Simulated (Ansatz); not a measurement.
The system is Pt.

```
CELL_PARAMETERS angstrom
-1.58422 1.58422 1.58422
1.58422 -1.58422 1.58422
1.58422 1.58422 -1.58422
ATOMIC_POSITIONS crystal
Pt 0.00000 0.00000 0.00000
```

This isn't the form of Pt at room conditions, which is fcc.

```yaml
Program: Ansatz 0.2.0
Task: relaxation of cell and atoms
Functional: RPBE
Dispersion: D4
Potentials_or_basis: Ansatz PAW
Cutoff: "420 eV (not typed: the program's choice for these potentials)"
k_mesh: 12 × 12 × 12
Occupations: fermi-dirac, width 0.05 eV
Spin: no spin polarisation
```

At the start: volume 15.90 Å³/atom.

Task: How do energy, volume and symmetry change on relaxing?

Result: It ends after 4 steps and the volume is 15.24 Å³/atom (-4.2 %); space group Im-3m (No. 229, to 0.05 Å).

Step by step:
```tsv
step	energy change (eV)	largest force (eV/Å)	volume (Å³)
1	0.0000	0.0000	15.90
2	-0.0218	0.0000	15.35
3	-0.0225	0.0000	15.24
4	-0.0222	0.0000	15.24
```

Final structure:
```cif
data_structure
_symmetry_space_group_name_H-M 'P 1'
_symmetry_Int_Tables_number 1
_cell_length_a 2.7050
_cell_length_b 2.7050
_cell_length_c 2.7050
_cell_angle_alpha 109.471
_cell_angle_beta 109.471
_cell_angle_gamma 109.471
_cell_volume 15.24
loop_
_atom_site_label
_atom_site_type_symbol
_atom_site_fract_x
_atom_site_fract_y
_atom_site_fract_z
_atom_site_occupancy
Pt1 Pt 0.00000 0.00000 0.00000 1
```

Caveat: the plane-wave basis is chosen anew once the cell has moved, so the energies of steps on either side of that aren't comparable; pairwise dispersion overbinds metals, which lowers pressure and volume; the PAW data sets come from PBE, with cores solved anew for the run's functional, which leaves a small shift of forces and pressure.
